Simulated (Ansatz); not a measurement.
# Relaxing NbP

Method: DFT PBEsol, scalar-relativistic, plane waves, PAW in Ansatz. (420 eV cutoff, 10×10×4 k-mesh, Gaussian smearing of 0.10 eV, no spin polarisation)

What was changed: biaxial strain in the a-b plane, c and atoms relaxed: -1.0 %.

Command:

```bash
ansatz run input.yaml --threads 1 --pin off --max-ram 2560MiB --backend cpu --events-out ev --progress --plain --runs-dir out
```

Input:

```yaml
crystal:
  lattice:
    - [3.2870475347, 0.0, 0.0]
    - [0.0, 3.2870475347, 0.0]
    - [0.0, 0.0, 11.3581302195]
  atoms:
    - { symbol: Nb, position: [0.5, 0.5, 0.0001874492] }
    - { symbol: Nb, position: [0.0, 0.5, 0.7501874492] }
    - { symbol: Nb, position: [0.0, 0.0, 0.5001874492] }
    - { symbol: Nb, position: [0.5, 0.0, 0.2501874492] }
    - { symbol: P, position: [0.0, 0.0, 0.0824411258] }
    - { symbol: P, position: [0.5, 0.0, 0.8324411258] }
    - { symbol: P, position: [0.5, 0.5, 0.5824411258] }
    - { symbol: P, position: [0.0, 0.5, 0.3324411258] }
basis:
  ecutwfc: 420
kpoints:
  mp_grid: { grid: [10, 10, 4] }
hamiltonian:
  xc: pbesol
scf:
  occupations: { method: gaussian, width: 0.1 }
output:
  forces: true
  stress: true
  eigenvalues: true
relax:
  adjacent_minimum: "off"
  f_tol: 0.008
  max_steps: 40
  cell: { stress_tol: 0.015, fix: [a, b, gamma] }
```

F is the free energy. Steps run on the plane waves of an earlier cell, but the last one, and at times one on the way, on a freshly chosen basis, so a repeated geometry can differ a little in energy. The held parts of the cell keep their stress, so P needn't end at zero.

Steps:

```tsv
step	F − F(1) (eV)	largest force component (eV/Å)	V (Å³/atom)	P (GPa)
1	0.0000	0.119	15.340	3.41
2	-0.0026	0.019	15.473	1.74
3	-0.0045	0.012	15.416	2.45
4	-0.0045	0.000	15.412	2.50
5	-0.0046	0.000	15.412	2.50
```

Relaxed structure:

```cif
data_structure
_symmetry_space_group_name_H-M 'P 1'
_symmetry_Int_Tables_number 1
_cell_length_a 3.2870
_cell_length_b 3.2870
_cell_length_c 11.4112
_cell_angle_alpha 90.000
_cell_angle_beta 90.000
_cell_angle_gamma 90.000
_cell_volume 123.29
loop_
_atom_site_label
_atom_site_type_symbol
_atom_site_fract_x
_atom_site_fract_y
_atom_site_fract_z
_atom_site_occupancy
Nb1 Nb 0.50000 0.50000 0.99966 1
Nb2 Nb 0.00000 0.50000 0.74966 1
Nb3 Nb 0.00000 0.00000 0.49966 1
Nb4 Nb 0.50000 0.00000 0.24966 1
P1 P 0.00000 0.00000 0.08297 1
P2 P 0.50000 0.00000 0.83297 1
P3 P 0.50000 0.50000 0.58297 1
P4 P 0.00000 0.50000 0.33297 1
```

Symmetry: I4_1md, No. 109, tetragonal system. Conventional cell: a = 3.287 Å, b = 3.287 Å, c = 11.411 Å, α = 90.00°, β = 90.00°, γ = 90.00°. Nb (site symmetry 2mm) has 6 P at 2.51 Å as nearest neighbours. P (site symmetry 2mm) has 6 Nb at 2.51 Å as nearest neighbours.

The run converged. It took 3 min on 1 thread of AMD EPYC 7R43 64-Core Processor (Zen 3), with other jobs on the host, peak memory 0.56 GiB.